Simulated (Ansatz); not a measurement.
# VN, one cell by several methods

```
V N
1.0
     0.00000    2.06400    2.06400
     2.06400    0.00000    2.06400
     2.06400    2.06400    0.00000
V N
1 1
Cartesian
  0.0000 0.0000 0.0000
  2.0640 2.0640 2.0640
```

Atom numbers follow the list: V1, N2.

Conventional cell: a = 4.128 Å, b = 4.128 Å, c = 4.128 Å, α = 90.00°, β = 90.00°, γ = 90.00°. V (atom 1) has 6 N at 2.06 Å as nearest neighbours. N (atom 2) has 6 V at 2.06 Å as nearest neighbours.

The cell is COD entry 9008765, as deposited and not checked against the literature; nothing was relaxed.

Methods: DFT, PBE, PAW with Ansatz's default frozen-core files, scalar-relativistic (Ansatz 0.2.0); DFT, PBE, all-electron PAW with datasets made for the crystal, scalar-relativistic (Ansatz 0.2.0); DFT, PBE, all-electron LAPW, scalar-relativistic (Ansatz 0.2.0).

For PAW: a Γ-centred 14×14×14 k mesh, Fermi–Dirac smearing of 0.08 eV, cutoff 420 eV, spin-polarised from start moments V1 1.5 μB (the moments died away, and the run ended non-magnetic). The crystal-made all-electron datasets (AE datasets) take a cutoff of 420 eV at this cell. LAPW targets a basis error of 1 meV/atom. The Ansatz runs share mesh, smearing and spin set-up. Plane-wave (PAW) pressures include the program's estimate of the Pulay term.

Stress and pressure are positive in compression.

Levels count from the Fermi level.

```tsv
quantity	PAW	AE datasets	LAPW
pressure (GPa)	-2.32	-2.42	-2.42
highest filled level at K (eV)	-1.167	-1.168	-1.168
lowest empty level at K (eV)	0.849	0.849	0.849
highest filled level at L (eV)	-6.068	-6.063	-6.063
lowest empty level at L (eV)	0.591	0.593	0.593
```

PAW's pressure differs from the LAPW value by +0.09 GPa. Datasets made for the crystal and LAPW share parts of one code, so their agreement isn't an independent check.
